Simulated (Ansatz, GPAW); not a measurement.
Sn: 3 runs at one level of theory

```
CELL_PARAMETERS angstrom
0.00000 3.23334 3.23334
3.23334 0.00000 3.23334
3.23334 3.23334 0.00000
ATOMIC_POSITIONS crystal
Sn 0.75000 0.75000 0.75000
Sn 0.50000 0.50000 0.50000
```

This isn't the form of Sn at room conditions, which is tetragonal (white tin).

Alike in all runs: task single point; functional PBE; k mesh 7 × 7 × 7; occupations gaussian, width 0.024 eV; no spin polarisation; no spin-orbit coupling. Pressure is positive in compression and, in plane waves, holds the error of the finite cutoff, which Ansatz's Pulay term estimates and takes out.

```csv
program and potentials,plane-wave cutoff (eV),notes,pressure (GPa)
"Ansatz, Ansatz PAW",420,Pulay term of +0.03 GPa included,3.83
"GPAW, GPAW PAW data sets (gpaw-data 1.2.1)",600,-,3.53
"Ansatz, all-electron LAPW, scalar-relativistic",-,-,3.83
```

The pressure spans 3.53 (GPAW, GPAW PAW data sets (gpaw-data 1.2.1)) to 3.83 GPa (Ansatz, Ansatz PAW), with all-electron results at 3.83.

The functional is the same throughout but for its coding, so the spread measures potentials, basis and numerics; runs on potential files found faulty are left out.
